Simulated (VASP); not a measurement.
# GaAs: Ga into a neighbouring Ga vacancy

How hard is this move in GaAs: Ga into a neighbouring Ga vacancy? Both ends are relaxed first, then a band of images between them. The start is a cell from a database of measured crystal structures.

Program: VASP 6.6.1. Level of theory: PBEsol; plane waves and PAW (As, Ga), in the first sound run; inputs show where later runs differ. Results are calculated unless marked as measured.

Most raw output is cut from this account.

### 1. The host crystal

Symmetry: F-43m, No. 216, cubic system. The conventional cell has a = 5.654 Å, b = 5.654 Å, c = 5.654 Å, α = 90.00°, β = 90.00°, γ = 90.00°. As has 4 Ga at 2.45 Å nearest. Nearest to Ga lie 4 As at 2.45 Å. Farther neighbours are not listed.

As a file:

```cif
data_structure
_symmetry_space_group_name_H-M 'P 1'
_symmetry_Int_Tables_number 1
_cell_length_a 3.9978
_cell_length_b 3.9978
_cell_length_c 3.9978
_cell_angle_alpha 60.000
_cell_angle_beta 60.000
_cell_angle_gamma 60.000
_cell_volume 45.18
loop_
_atom_site_label
_atom_site_type_symbol
_atom_site_fract_x
_atom_site_fract_y
_atom_site_fract_z
_atom_site_occupancy
As1 As 0.75000 0.75000 0.75000 1
Ga2 Ga 0.00000 0.00000 0.00000 1
```

### 2. Relax the host

First cell and atoms are relaxed at a raised cutoff, so that later runs start from this functional's own cell.

Contents of INCAR:

```
SYSTEM = GaAs
PREC = Accurate
ENCUT = 350
EDIFF = 1E-06
NELM = 120
ISMEAR = 0
SIGMA = 0.1
LREAL = .FALSE.
ALGO = Normal
GGA = PS
NBANDS = 10
LORBIT = 11
LWAVE = .FALSE.
LCHARG = .FALSE.
KPAR = 6
LASPH = .TRUE.
IBRION = 2
NSW = 40
ISIF = 3
EDIFFG = -0.02
POTIM = 0.4
```

Contents of POSCAR:

```
GaAs
1.0
    0.0000000000      2.8268500000      2.8268500000
    2.8268500000      0.0000000000      2.8268500000
    2.8268500000      2.8268500000      0.0000000000
As Ga
1 1
Direct
    0.7500000000      0.7500000000      0.7500000000
    0.0000000000      0.0000000000      0.0000000000
```

Contents of KPOINTS:

```
Automatic mesh
0
Gamma
6 6 6
0 0 0
```

Potentials, in the order of the species: As and Ga (PBE family, release 64).

Run with:

```
mpirun -np 6 vasp_std
```

It took 7.8 s on 6 MPI ranks of AMD EPYC 7R43, shared host; peak memory 0.7 GiB.

The gap is read on the k-mesh alone, so it is an upper bound where the band edges lie off the mesh. The PAW data sets were made with PBE, which is usual practice but a small mismatch for other functionals. The data set Ga keeps the semicore shell frozen, which is cheaper and a little less accurate. The run keeps the 24 symmetry operations of its start, so it cannot find a distortion of lower symmetry.

The steps of the relaxation:

| step | energy less that of the first step (eV) | largest force (eV/Å) | pressure (GPa) | volume (Å³) |
| --- | --- | --- | --- | --- |
| 1 | 0.0000 | 0.0000 | 1.10 | 45.18 |
| 2 | -0.0022 | 0.0000 | -0.21 | 46.00 |
| 3 | -0.0023 | 0.0000 | 0.01 | 45.86 |

| conventional cell, symmetrised | before | after | change |
| --- | --- | --- | --- |
| a (Å) | 5.654 | 5.682 | +0.5 % |
| b (Å) | 5.654 | 5.682 | +0.5 % |
| c (Å) | 5.654 | 5.682 | +0.5 % |
| volume (Å³/atom) | 22.59 | 22.93 | +1.5 % |

Final coordinates:

```xyz
2
Lattice="0.0000 2.8409 2.8409 2.8409 0.0000 2.8409 2.8409 2.8409 0.0000" Properties=species:S:1:pos:R:3 pbc="T T T"
As    4.2614    4.2614    4.2614
Ga    0.0000    0.0000    0.0000
```

Numbers from this step:

```yaml
electronic_cycles: 23
electrons: 8
free_energy_toten: -9.053 eV
fermi_energy: 2.722 eV
labelled_metallic_from_the_levels_on_this_mesh: no
gap_on_the_k_mesh: 0.3997 eV
least_direct_gap_on_the_k_mesh: 0.3997 eV
```

The run ended after 3 ionic steps, 0.002 eV below its first step, once forces and stress met EDIFFG = -0.02.

### 3. Relax the start

This step: PBEsol, spin-polarised, with small moments to start from; plane waves and PAW (As, Ga) (VASP 6.6.1).

System of this step: Ga26As27. The cell holds 53 atoms: 27 As and 26 Ga. Its edges and angles: a = 12.053 Å, b = 12.053 Å, c = 12.053 Å, α = 60.0°, β = 60.0°, γ = 60.0°. It derives from GaAs. Nearest the centre at fractional (0.000, 0.000, 0.167): As25 at 1.42 Å, Ga28 at 1.99 Å, As21 at 3.16 Å, As7 at 3.17 Å, As19 at 3.20 Å, As9 at 3.22 Å, Ga36 at 3.44 Å, Ga34 at 3.46 Å.

A path needs two true minima; the start is relaxed with symmetry off.

Contents of INCAR:

```
SYSTEM = Ga26As27
PREC = Normal
ENCUT = 280
EDIFF = 1E-05
NELM = 120
ISMEAR = 0
SIGMA = 0.05
LREAL = Auto
ALGO = Fast
GGA = PS
NBANDS = 144
ISPIN = 2
MAGMOM = 0 0 0 0 0 0 0.6 0 0 0 0 0 0 0 0 0 0 0 0 0 0 0 0 0 0.6 0 0 0.6 0 0 0 0 0 0 0 0 0 0 0 0 0 0 0 0 0 0 0 0 0 0 0 0 0
LORBIT = 11
LWAVE = .FALSE.
LCHARG = .FALSE.
NCORE = 6
LASPH = .TRUE.
IBRION = 2
NSW = 60
ISIF = 2
EDIFFG = -0.05
POTIM = 0.4
MAXMIX = 40
ISYM = 0
```

Contents of POSCAR:

```
Ga26As27
1.0
    0.0000000000      8.5227309300      8.5227309300
    8.5227309300      0.0000000000      8.5227309300
    8.5227309300      8.5227309300      0.0000000000
As Ga
27 26
Direct
    0.2509462589      0.2498291664      0.2509818041
    0.2531150669      0.2479324250      0.5823428340
    0.2517396346      0.2491158950      0.9162907220
    0.2503297097      0.5842865762      0.2497369878
    0.2501072718      0.5820946887      0.5828437664
    0.2490008122      0.5836462229      0.9177590690
    0.2506252203      0.9160605534      0.2487712355
    0.2530229642      0.9160061479      0.5833471042
    0.2507595889      0.9154969462      0.9114741953
    0.5843343685      0.2495089467      0.2495003135
    0.5791005767      0.2533466439      0.5849565489
    0.5824732742      0.2524160472      0.9190443215
    0.5821991850      0.5848604653      0.2472666669
    0.5809636788      0.5840996833      0.5828228029
    0.5821940530      0.5842420068      0.9155889308
    0.5826690058      0.9161428969      0.2507478365
    0.5840587665      0.9166941572      0.5846991710
    0.5845635053      0.9142597826      0.9171534380
    0.9154505297      0.2533620858      0.2487010103
    0.9148567012      0.2510733484      0.5822129027
    0.9157708282      0.2485909714      0.9182026553
    0.9176525103      0.5812521844      0.2494825146
    0.9153469331      0.5807839142      0.5864354053
    0.9174560052      0.5818457987      0.9187511651
    0.9187980316      0.9151300561      0.2496338999
    0.9134717787      0.9163842226      0.5857181154
    0.9171823540      0.9179704052      0.9151047698
   -0.0035430488      0.0007384006      0.3330493242
   -0.0009906066     -0.0005118305      0.6692524546
    0.0010736309      0.3333588908     -0.0000280187
   -0.0008384459      0.3339492488      0.3347736652
   -0.0010985486      0.3291498795      0.6702426907
   -0.0014709998      0.6647928490      0.0015484400
   -0.0001427357      0.6688332720      0.3319477303
    0.0023626100      0.6671642751      0.6658743356
    0.3300797173     -0.0002999835      0.0011985912
    0.3303375315      0.0013799701      0.3360679695
    0.3339393290      0.0013936973      0.6656114926
    0.3324712172      0.3325185697      0.0008943817
    0.3323506138      0.3358786727      0.3318899133
    0.3268625755      0.3340166757      0.6695594962
    0.3344246434      0.6632265207      0.0048877542
    0.3345054260      0.6635216815      0.3335433537
    0.3341428275      0.6671056036      0.6650402572
    0.6672611381     -0.0010087359      0.0000576268
    0.6661673493     -0.0017309528      0.3330821254
    0.6640580245      0.0000439845      0.6666379706
    0.6648315178      0.3350419922      0.0017103434
    0.6653045108      0.3341591931      0.3337078785
    0.6651389526      0.3321405656      0.6688571164
    0.6637569697      0.6670980995      0.0015241436
    0.6691743488      0.6679777142      0.3299091719
    0.6657254044      0.6625911700      0.6679835736
```

Contents of KPOINTS:

```
Automatic mesh
0
Gamma
1 1 1
0 0 0
```

Run with:

```
mpirun -np 6 vasp_gam
```

Run time: 5.8 min. Hardware: 6 MPI ranks; peak memory 0.99 GiB.

Step by step:

| step | energy less that of the first step (eV) | largest force (eV/Å) |
| --- | --- | --- |
| 1 | 0.0000 | 0.7676 |
| 2 | -0.1724 | 0.3651 |
| 3 | -0.2133 | 0.1523 |
| 4 | -0.2298 | 0.1202 |
| 5 | -0.2404 | 0.1278 |
| 6 | -0.2406 | 0.1295 |
| 7 | -0.2485 | 0.1071 |
| 8 | -0.2505 | 0.0928 |
| 9 | -0.2508 | 0.0931 |
| 10 | -0.2515 | 0.0854 |
| 11 | -0.2563 | 0.0604 |
| 12 | -0.2587 | 0.0606 |
| 13 | -0.2615 | 0.0256 |

The atoms that moved most (Å):

| atom | dx | dy | dz | length |
| --- | --- | --- | --- | --- |
| As9 | 0.085 | 0.000 | -0.034 | 0.092 |
| Ga42 | 0.009 | -0.075 | 0.036 | 0.084 |
| As27 | 0.044 | 0.046 | 0.018 | 0.066 |
| As25 | -0.025 | -0.054 | 0.028 | 0.066 |
| As21 | -0.040 | 0.042 | -0.029 | 0.065 |
| Ga33 | 0.029 | -0.023 | 0.048 | 0.060 |
| Ga48 | -0.050 | 0.028 | 0.020 | 0.060 |
| Ga30 | -0.016 | -0.030 | -0.039 | 0.052 |

A gap read on the k-mesh alone can miss the band edges.

Numbers from this step:

```yaml
electronic_cycles: 94
electrons: 213
free_energy_toten: -223.6969 eV
energy_at_zero_smearing: -223.6968 eV
fermi_energy: 2.728 eV
moment_of_the_cell_from_the_last_line_of_the_log: 2.998 μB
gap_on_the_k_mesh: 0.2425 eV
least_direct_gap_on_the_k_mesh: 0.2425 eV
```

Spin moment in the PAW sphere by element, in μB:

| element | atoms | mean | spread (r.m.s.) | least | largest |
| --- | --- | --- | --- | --- | --- |
| As | 27 | 0.058 | 0.073 | 0.008 | 0.223 |
| Ga | 26 | 0.012 | 0.009 | 0.000 | 0.022 |

The atoms nearest the centre:

| atom | distance (Å) | spin moment in the PAW sphere (μB) |
| --- | --- | --- |
| As25 | 1.39 | 0.219 |
| Ga28 | 1.98 | 0.021 |
| As21 | 3.11 | 0.220 |
| As9 | 3.13 | 0.223 |
| As7 | 3.16 | 0.014 |
| As19 | 3.17 | 0.014 |
| Ga46 | 3.44 | 0.021 |
| Ga34 | 3.45 | 0.022 |
| Ga36 | 3.46 | 0.021 |
| Ga30 | 3.46 | 0.022 |
| As27 | 4.20 | 0.220 |
| As3 | 4.24 | 0.014 |
| As4 | 4.26 | 0.014 |
| As10 | 4.26 | 0.014 |

The run ended after 13 ionic steps, 0.262 eV below its first step, once the forces on the free atoms met EDIFFG = -0.05.

### 4. Relax the end

The end state is relaxed in the same way, so that both ends share their errors.

INCAR is that of step 3.

Contents of POSCAR:

```
Ga26As27
1.0
    0.0000000000      8.5227309300      8.5227309300
    8.5227309300      0.0000000000      8.5227309300
    8.5227309300      8.5227309300      0.0000000000
As Ga
27 26
Direct
    0.2507796445      0.2486649858      0.2513313371
    0.2518315934      0.2498114287      0.5820450190
    0.2517811002      0.2487097459      0.9195143032
    0.2504622138      0.5827009897      0.2492421552
    0.2500413022      0.5837002710      0.5832215659
    0.2522595337      0.5797250787      0.9163539948
    0.2536704618      0.9160875286      0.2478261269
    0.2485168027      0.9159622546      0.5851947176
    0.2463267603      0.9176663628      0.9224055791
    0.5825259466      0.2471589526      0.2510114979
    0.5840356535      0.2521753269      0.5815537256
    0.5790720964      0.2543590989      0.9145654231
    0.5867303798      0.5803307750      0.2492069028
    0.5835854826      0.5873718985      0.5805816924
    0.5801512203      0.5873903187      0.9173501181
    0.5826106723      0.9144193008      0.2506673502
    0.5796579752      0.9196472151      0.5847343512
    0.5817043296      0.9177340842      0.9167760620
    0.9157979738      0.2481218206      0.2505555051
    0.9165462466      0.2493372768      0.5829682449
    0.9171400117      0.2512941903      0.9155055088
    0.9161055379      0.5823344426      0.2502404579
    0.9164094803      0.5848079344      0.5806231779
    0.9175535963      0.5832894307      0.9140294615
    0.9133555755      0.9152392162      0.2523721556
    0.9148206257      0.9151983212      0.5857884829
    0.9136188056      0.9170717408      0.9180692810
   -0.0000839838      0.0005594746     -0.0003348266
    0.0033033069     -0.0047175451      0.6676160580
    0.0021163373      0.3303843893     -0.0006641216
   -0.0008497362      0.3340428788      0.3333861220
   -0.0003680582      0.3352941664      0.6652825803
   -0.0003786986      0.6672261346     -0.0016621664
   -0.0018029906      0.6664456118      0.3345987513
   -0.0040022130      0.6682497863      0.6665379766
    0.3317228307      0.0016761958     -0.0015834488
    0.3333788733     -0.0021922471      0.3353968351
    0.3315751229     -0.0040088697      0.6692067431
    0.3280198626      0.3369341251      0.0036739710
    0.3301883461      0.3323025965      0.3363848485
    0.3330734450      0.3325373481      0.6689338408
    0.3331676642      0.6646997324      0.0013061124
    0.3322608805      0.6661552783      0.3348734731
    0.3336748597      0.6642708169      0.6657957188
    0.6665783847      0.0019235728      0.0004264021
    0.6658984625     -0.0010692325      0.3347184785
    0.6676135032     -0.0016735697      0.6699079203
    0.6666122916      0.3322583045     -0.0003160148
    0.6673105394      0.3320067744      0.3330137548
    0.6653586822      0.3354014309      0.6679751244
    0.6668825116      0.6698223621     -0.0009216184
    0.6660308370      0.6664429901      0.3320722881
    0.6651158779      0.6681350998      0.6649290302
```

KPOINTS is that of step 3.

Run with:

```
mpirun -np 6 vasp_gam
```

It took 4.4 min on 6 MPI ranks; peak memory 1 GiB.

Step by step:

| step | energy less that of the first step (eV) | largest force (eV/Å) |
| --- | --- | --- |
| 1 | 0.0000 | 0.6681 |
| 2 | -0.1736 | 0.2758 |
| 3 | -0.2079 | 0.1524 |
| 4 | -0.2223 | 0.1447 |
| 5 | -0.2332 | 0.1397 |
| 6 | -0.2417 | 0.1163 |
| 7 | -0.2461 | 0.1092 |
| 8 | -0.2470 | 0.1004 |
| 9 | -0.2544 | 0.0743 |
| 10 | -0.2598 | 0.0618 |
| 11 | -0.2631 | 0.0303 |

The atoms that moved most (Å):

| atom | dx | dy | dz | length |
| --- | --- | --- | --- | --- |
| As7 | 0.059 | -0.042 | -0.071 | 0.102 |
| As26 | -0.050 | -0.050 | 0.065 | 0.096 |
| As25 | 0.036 | 0.041 | 0.071 | 0.090 |
| As19 | -0.048 | 0.049 | -0.033 | 0.076 |
| Ga29 | 0.013 | -0.064 | -0.022 | 0.069 |
| Ga36 | 0.027 | 0.054 | -0.026 | 0.065 |
| Ga30 | 0.058 | 0.004 | -0.022 | 0.062 |
| Ga39 | -0.060 | 0.014 | -0.002 | 0.062 |

This step gave:

```yaml
electronic_cycles: 72
free_energy_toten: -223.6956 eV
energy_at_zero_smearing: -223.6955 eV
fermi_energy: 2.726 eV
gap_on_the_k_mesh: 0.2330 eV
least_direct_gap_on_the_k_mesh: 0.2330 eV
```

Spin moment in the PAW sphere by element, in μB:

| element | atoms | mean | spread (r.m.s.) | least | largest |
| --- | --- | --- | --- | --- | --- |
| As | 27 | 0.058 | 0.072 | 0.008 | 0.223 |
| Ga | 26 | 0.012 | 0.009 | 0.000 | 0.022 |

The atoms nearest the centre:

| atom | distance (Å) | spin moment in the PAW sphere (μB) |
| --- | --- | --- |
| As25 | 1.39 | 0.220 |
| Ga28 | 1.98 | 0.021 |
| As19 | 3.10 | 0.215 |
| As7 | 3.13 | 0.223 |
| As9 | 3.15 | 0.014 |
| As21 | 3.17 | 0.014 |
| Ga34 | 3.44 | 0.021 |
| Ga46 | 3.45 | 0.022 |
| Ga36 | 3.46 | 0.021 |
| Ga30 | 3.46 | 0.022 |
| As26 | 4.19 | 0.219 |
| As3 | 4.25 | 0.014 |
| As4 | 4.26 | 0.014 |
| As10 | 4.26 | 0.014 |

The run ended after 11 ionic steps, 0.263 eV below its first step, once the forces on the free atoms met EDIFFG = -0.05.

(Part 1 of 2 ends here.)

[Lines on the potential files, build, host, timing and source positions are cut from VASP's logs without a mark.]

[Logs are printed without paths, hosts, clocks, repeated set-up lines and the standing remarks that a program may print on its own settings, such as how far it seeks lower states.]

[Hosts, paths, dates, database ids (printed as entryN), source tags and the programs' standing remarks are cut or masked in the printed files.]

[Runs that stopped without an error message from VASP are left out.]
